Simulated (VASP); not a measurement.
# As in VASP: notebook

One slab, As, is run at these levels: PBEsol; tasks: relaxation of cell and atoms.

Program: VASP 6.6.1. These are calculated values, not measurements. Logs are shortened: lines on timing, memory, paths and dates and some standing lists are left out, and cuts for length are marked.

### 1 Starting point

The cell holds a slab with vacuum, 2 atoms: a = 3.762 Å, b = 3.762 Å, c = 19.251 Å, α = 90.00°, β = 90.00°, γ = 120.00°.

The slab is cut from a database's or a generator's crystal, which needn't be the stable form of the element.

### 2 Relaxation of cell and atoms, PBEsol

Contents of INCAR:

```
SYSTEM = As
ALGO     = Normal         ! electronic algorithm
EDIFF    = 1E-6           ! SCF threshold, eV
EDIFFG   = -0.01          ! ionic threshold
ENCUT    = 600            ! plane-wave cutoff, eV
GGA      = PS             ! functional
IBRION   = 2              ! ionic algorithm
ISIF     = 3              ! what is computed and relaxed
ISMEAR   = 0              ! smearing method
LASPH    = .TRUE.         ! aspherical terms in the spheres
LATTICE_CONSTRAINTS= .TRUE. .TRUE. .FALSE.
LCHARG   = .FALSE.        ! write CHGCAR
LREAL    = .FALSE.        ! projectors in reciprocal space
LWAVE    = .FALSE.        ! write WAVECAR
NELM     = 80             ! most SCF steps
NSW      = 90             ! ionic steps
PREC     = Accurate       ! precision mode
SIGMA    = 0.03           ! smearing width, eV
```

Contents of KPOINTS:

```
k-points
0
G
  9 9 1
  0 0 0
```

Contents of POSCAR:

```
As
1.0
    3.7615938000      0.0000000000      0.0000000000
   -1.8807969000      3.2576357900      0.0000000000
    0.0000000000      0.0000000000     19.2510060700
As
2
Direct
    0.3333333300      0.6666666700      0.4675080300
    0.6666666700      0.3333333300      0.5324919700
```

Potentials or basis: VASP PAW PBE potentials, release 64 (As).

The run is started by

```
> cat potpaw_PBE.64/As/POTCAR > POTCAR
> mpirun -np 1 vasp_std > vasp.out
```

OUTCAR:

```text
SYSTEM = As
   EDIFF = 1E-6
   EDIFFG = -0.01
   ENCUT = 600
   GGA = PS
   IBRION = 2
   ISIF = 3
   ISMEAR = 0
   LASPH = .TRUE.
   LREAL = .FALSE.
   NELM = 80
   NSW = 90
   PREC = Accurate

 ion  position               nearest neighbor table
   1  0.333  0.667  0.468-   2 2.51   2 2.51   2 2.51
   2  0.667  0.333  0.532-   1 2.51   1 2.51   1 2.51

  LATTYP: Found a hexagonal cell.
 ALAT       =     3.7615938000
 C/A-ratio  =     5.1177790834

  Lattice vectors:

 A1 = (   3.7615938000,   0.0000000000,   0.0000000000)
 A2 = (  -1.8807969000,   3.2576357900,   0.0000000000)
 A3 = (   0.0000000000,   0.0000000000,  19.2510060700)

Analysis of symmetry for initial positions (statically):
=====================================================================
 Subroutine PRICEL returns:
 Original cell was already a primitive cell.

 Routine SETGRP: Setting up the symmetry group for a
 hexagonal supercell.

 Subroutine GETGRP returns: Found 12 space group operations
 (whereof 12 operations were pure point group operations)
 out of a pool of 24 trial point group operations.

The static configuration has the point symmetry D_3d.

Analysis of symmetry for dynamics (positions and initial velocities):
=====================================================================
 Subroutine PRICEL returns:
 Original cell was already a primitive cell.

 Routine SETGRP: Setting up the symmetry group for a
 hexagonal supercell.

 Subroutine GETGRP returns: Found 12 space group operations
 (whereof 12 operations were pure point group operations)
 out of a pool of 24 trial point group operations.

The dynamic configuration has the point symmetry D_3d.

 Subroutine INISYM returns: Found 12 space group operations
 (whereof 12 operations are pure point group operations),
 and found     1 'primitive' translations

----------------------------------------------------------------------------------------

                                     Primitive cell

  volume of cell :     235.9000

  direct lattice vectors                    reciprocal lattice vectors
     3.761593800  0.000000000  0.000000000     0.265844760  0.153485544  0.000000000
    -1.880796900  3.257635790  0.000000000     0.000000000  0.306971087  0.000000000
     0.000000000  0.000000000 19.251006070     0.000000000  0.000000000  0.051945337

  length of vectors
     3.761593800  3.761593800 19.251006070     0.306971087  0.306971087  0.051945337

  position of ions in fractional coordinates (direct lattice)
     0.333333330  0.666666670  0.467508030
     0.666666670  0.333333330  0.532491970

  ion indices of the primitive-cell ions
   primitive index   ion index
                 1           1
                 2           2

----------------------------------------------------------------------------------------

 KPOINTS: k-points

Automatic generation of k-mesh.
 Grid dimensions read from file:
 generate k-points for:    9    9    1

 Generating k-lattice:

  Cartesian coordinates                     Fractional coordinates (reciprocal lattice)
     0.029538307  0.017053949  0.000000000     0.111111111  0.000000000  0.000000000
     0.000000000  0.034107899  0.000000000     0.000000000  0.111111111  0.000000000
     0.000000000  0.000000000  0.051945337     0.000000000  0.000000000  1.000000000

  Length of vectors
     0.034107899  0.034107899  0.051945337

  Shift w.r.t. Gamma in fractional coordinates (k-lattice)
     0.000000000  0.000000000  0.000000000

 Subroutine IBZKPT returns following result:
 ===========================================

 Found     12 irreducible k-points:

 Following reciprocal coordinates:
            Coordinates               Weight
  0.000000  0.000000  0.000000      1.000000
  0.111111 -0.000000  0.000000      6.000000
  0.222222  0.000000  0.000000      6.000000
  0.333333  0.000000  0.000000      6.000000
  0.444444  0.000000  0.000000      6.000000
  0.111111  0.111111  0.000000      6.000000
  0.222222  0.111111  0.000000     12.000000
  0.333333  0.111111  0.000000     12.000000
  0.444444  0.111111  0.000000      6.000000
  0.222222  0.222222  0.000000      6.000000
  0.333333  0.222222  0.000000     12.000000
  0.333333  0.333333  0.000000      2.000000
   k-points           NKPTS =     12   k-points in BZ     NKDIM =     12   number of bands    NBANDS=      9
   number of dos      NEDOS =    301   number of ions     NIONS =      2
   total plane-waves  NPLWV = 144000
   dimension x,y,z NGX =    30 NGY =   30 NGZ =  160
   dimension x,y,z NGXF=    60 NGYF=   60 NGZF=  320
   ions per type =               2
   NGX,Y,Z   is equivalent  to a cutoff of  13.26, 13.26, 13.82 a.u.
   NGXF,Y,Z  is equivalent  to a cutoff of  26.52, 26.52, 27.63 a.u.
 SYSTEM =  As
   PREC   = accura    normal or accurate (medium, high low for compatibility)
   ISTART =      0    job   : 0-new  1-cont  2-samecut
   ICHARG =      2    charge: 1-file 2-atom 10-const
   ISPIN  =      1    spin polarized calculation?
   LNONCOLLINEAR =      F non collinear calculations
   LSORBIT =      F    spin-orbit coupling
   LASPH  =      T    aspherical Exc in radial PAW
   ENCUT  =  600.0 eV  44.10 Ry    6.64 a.u.   7.51  7.51 38.45*2*pi/ulx,y,z
   NELM   =     80;   NELMIN=  2; NELMDL= -5     # of ELM steps
   EDIFF  = 0.1E-05   stopping-criterion for ELM
   LREAL  =      F    real-space projection
   EDIFFG = -.1E-01   stopping-criterion for IOM
   NSW    =     90    number of steps for IOM
   IBRION =      2    ionic relax: 0-MD 1-quasi-New 2-CG
   NFREE  =      1    steps in history (QN), initial steepest desc. (CG)
   ISIF   =      3    stress and relaxation
   ISYM   =      2    0-nonsym 1-usesym 2-fastsym
   POTIM  = 0.5000    time-step for ionic-motion
   TEBEG  =    0.0;   TEEND  =   0.0 temperature during run
   PSTRESS=    0.0 pullay stress
   NELECT =      10.0000    total number of electrons
   NUPDOWN=      -1.0000    fix difference up-down
   EMIN   =  10.00;   EMAX   =-10.00  energy-range for DOS
   EFERMI =   0.00;   METHOD = LEGACY
   ISMEAR =     0;   SIGMA  =   0.03  broadening in eV -4-tet -1-fermi 0-gaus
   EFERMI_NEDOS =   21; number of points for ismear=-14 and -15
   IALGO  =     38    algorithm
   IMIX   =      4    mixing-type and parameters
     AMIX     =   0.40;   BMIX     =  1.00
     AMIX_MAG =   1.60;   BMIX_MAG =  1.00
  volume/ion in A,a.u.               =     117.95       795.97
  Fermi-wavevector in a.u.,A,eV,Ry     =   0.570820  1.078693  4.433255  0.325835
  Thomas-Fermi vector in A             =   1.611029
   LORBIT       =      0    0 simple, 1 ext, 2 COOP (PROOUT), +10 PAW based schemes
   GGA     = PS    functional components
   LHFCALC =     F    Hartree Fock is set to
   AEXX    =    0.0000 exact exchange contribution
   IVDW    =     0    specifies the selected vdW correction
   LEPSILON=     F    determine dielectric tensor
   LRPA    =     F    only Hartree local field effects (RPA)
 conjugate gradient relaxation of ions
 non-spin polarized calculation
 Gauss-broadening in eV      SIGMA  =   0.03
  energy-cutoff  :      600.00
  volume of cell :      235.90
 maximum number of plane-waves:      7919
 NGX is ok and might be reduce to    30
   NGX = 15   NGY = 15   NGZ = 77

--------------------------------------- Ionic step        1  -------------------------------------------

 number of electron      10.0000000 magnetization

 Free energy of the ion-electron system (eV)
  ---------------------------------------------------
  ext. energy  EPLUGINS =         0.00000000
  ---------------------------------------------------
  free energy    TOTEN  =        -9.82267367 eV

  energy without entropy =       -9.82267367  energy(sigma->0) =       -9.82267367

------------------------ aborting loop because EDIFF is reached ----------------------------------------

  FORCE on cell =-STRESS in cart. coord.  units (eV):
  Direction    XX          YY          ZZ          XY          YZ          ZX
  --------------------------------------------------------------------------------------
  -------------------------------------------------------------------------------------
  Total       -1.7671324     -1.7671324      1.3115086      0.0000000     -0.0000000      0.0000000
  in kB      -12.0019498    -12.0019498      8.9074595      0.0000000     -0.0000000      0.0000000
  external PRESSURE =      -5.0321467 kB  Pullay stress =       0.0000000 kB

 VOLUME and BASIS-vectors are now :
 -----------------------------------------------------------------------------
  energy-cutoff  :      600.00
  volume of cell :      235.90
      direct lattice vectors                 reciprocal lattice vectors
     3.761593800  0.000000000  0.000000000     0.265844760  0.153485544  0.000000000
    -1.880796900  3.257635790  0.000000000     0.000000000  0.306971087  0.000000000
     0.000000000  0.000000000 19.251006070     0.000000000  0.000000000  0.051945337
[... 145 lines left out ...]
 POSITION                                       TOTAL-FORCE (eV/Angst)
 -----------------------------------------------------------------------------------
     -0.00000      2.05173      8.92381         0.000000      0.000000      0.113908
      1.77685      1.02587     10.32720        -0.000000      0.000000     -0.113908
 -----------------------------------------------------------------------------------
    total drift:                               -0.000000     -0.000000      0.000000

  FREE ENERGIE OF THE ION-ELECTRON SYSTEM (eV)
  ---------------------------------------------------
  free  energy   TOTEN  =       -10.0089018390 eV

  energy  without entropy=      -10.0089018390  energy(sigma->0) =      -10.00890184

--------------------------------------- Ionic step        6  -------------------------------------------

 number of electron      10.0000001 magnetization

 Free energy of the ion-electron system (eV)
  ---------------------------------------------------
  ext. energy  EPLUGINS =         0.00000000
  ---------------------------------------------------
  free energy    TOTEN  =       -10.00946171 eV

  energy without entropy =      -10.00946171  energy(sigma->0) =      -10.00946171

 E-fermi :  -3.1522     XC(G=0):  -2.7608

 val. band max:       -3.2902643505   @ k =   0.0000   0.0000   0.0000
 cond. band min:      -1.8290233805   @ k =   0.3333   0.0000   0.0000
 fundamental gap:      1.4612409700
 Fermi energy:        -3.1521528601

 k-point     1 :       0.0000    0.0000    0.0000
  band No.  band energies     occupation
      1     -17.1478      2.00000
      2     -10.6545      2.00000
      3      -4.0682      2.00000
      4      -3.2903      2.00000
      5      -3.2903      2.00000
      6      -1.2354      0.00000
      7       0.2340      0.00000
      8       0.2340      0.00000
      9       1.5445      0.00000

 k-point     2 :       0.1111   -0.0000    0.0000
  band No.  band energies     occupation
      1     -16.9762      2.00000
      2     -10.6163      2.00000
      3      -4.7182      2.00000
      4      -3.9787      2.00000
      5      -3.6615      2.00000
      6      -0.6637      0.00000
      7       0.3453      0.00000
      8       0.6008      0.00000
      9       1.7943      0.00000
[... 140 lines left out ...]
 POSITION                                       TOTAL-FORCE (eV/Angst)
 -----------------------------------------------------------------------------------
     -0.00000      2.04848      8.92709        -0.000000     -0.000000      0.005328
      1.77404      1.02424     10.32391         0.000000      0.000000     -0.005328
 -----------------------------------------------------------------------------------
    total drift:                                0.000000      0.000000      0.000000

  FREE ENERGIE OF THE ION-ELECTRON SYSTEM (eV)
  ---------------------------------------------------
  free  energy   TOTEN  =       -10.0094617113 eV

  energy  without entropy=      -10.0094617113  energy(sigma->0) =      -10.00946171

 reached required accuracy - stopping structural energy minimisation
```

Wall time 1.7 min (1 thread of Intel Xeon 6975P-C (Granite Rapids), shared host); peak memory 0.38 GiB.

Results:

```yaml
Free_energy: -10.0095 eV
Relaxed_volume: 104.94 Å³/atom
Relaxed_cell: a = 3.548 Å, b = 3.548 Å, c = 19.251 Å, α = 90.00°, β = 90.00°, γ = 120.00°
Space_group_after_relaxing_to_0.05_Å: P-3m1 (No. 164)
Energy_gained_by_relaxing: 93.4 meV/atom
Ionic_steps: 6
Largest_force_after_relaxing: 0.005 eV/Å
Band_gap_on_the_k_mesh: 1.46 eV, indirect (least direct gap 2.05 eV)
```

Forces in eV/Å, atoms in the order of the input:
```
As   0.000  0.000  0.005
As   0.000  0.000 -0.005
```

Step by step:
```tsv
step	energy change (eV)	largest force (eV/Å)	pressure (GPa)	volume (Å³)
1	0.0000	1.0488	-0.50	235.90
2	-0.1718	0.3874	-0.09	216.22
3	-0.1861	0.1367	0.10	209.66
4	-0.1861	0.1168	0.12	209.15
5	-0.1862	0.1139	-0.10	210.55
6	-0.1868	0.0053	0.01	209.88
```

Final structure:
```
As
1.0
     3.54808    0.00000    0.00000
    -1.77404    3.07272    0.00000
     0.00000    0.00000   19.25101
As
2
Direct
  0.33333 0.66667 0.46372
  0.66667 0.33333 0.53628
```

Levels at points of the mesh, in eV from the valence-band top:
| k point | band 2 | band 3 | band 4 | band 5 | band 6 | band 7 | band 8 | band 9 |
| --- | --- | --- | --- | --- | --- | --- | --- | --- |
| (0.00, 0.00, 0.00) | -7.36 | -0.78 | 0.00 | 0.00 | 2.05 | 3.52 | 3.52 | 4.83 |

Caveat: the PAW data sets were made with another functional, which shifts forces and pressure a little; the volume moved by -11 % from the deposited cell, more than functionals usually miss.

(Continued in part 2 of 2.)
